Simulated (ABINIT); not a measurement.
Runs of ABINIT 10.8.3 (patched build) on BN. It takes space group F-43m (No. 216, cubic). Conventional cell: a = 3.626 Å, b = 3.626 Å, c = 3.626 Å, α = 90.00°, β = 90.00°, γ = 90.00°. N (site symmetry -43m) is surrounded by 4 B at 1.57 Å. B (site symmetry -43m) is surrounded by 4 N at 1.57 Å. The cell is a database's computed one.

| level | gap on the mesh (eV) | pressure (GPa) |
| --- | --- | --- |
| PW91 | (d) | -1.4 |
| WC | 4.39 | -6.3 |
| revPBE | (a) | 3.7 |
| AM05 | (c) | -6.8 |
| LDA | 4.41 | -13.6 |
| RPBE | 4.55 | 5.1 |
| PBE | 4.52 | -0.6 |
| BLYP | 4.93 | 5.8 |
| PBEsol | 4.34 | (b) |
| r2SCAN | 5.02 | -2.6 |
| TB-mBJ | 5.96 | - |
| SCAN | 5.01 | -4.5 |

Alike in all rows: task band structure; potentials or basis JTH PAW PBE v2.0; no spin polarisation; cell as given; k mesh 13 × 13 × 13; cutoff (eV) 844; smearing fermi-dirac 0.05 eV.

Fill in the values left out.

(a) 4.54; (b) -6.2; (c) 4.35; (d) 4.57.

Caveats: the PAW data sets were made with another functional, which shifts forces and pressure a little (some runs); the constant c of TB-mBJ comes from the pseudo density here, which moves gaps by up to 0.3 eV between sets of potentials (some runs).

A k mesh can miss the band edges.
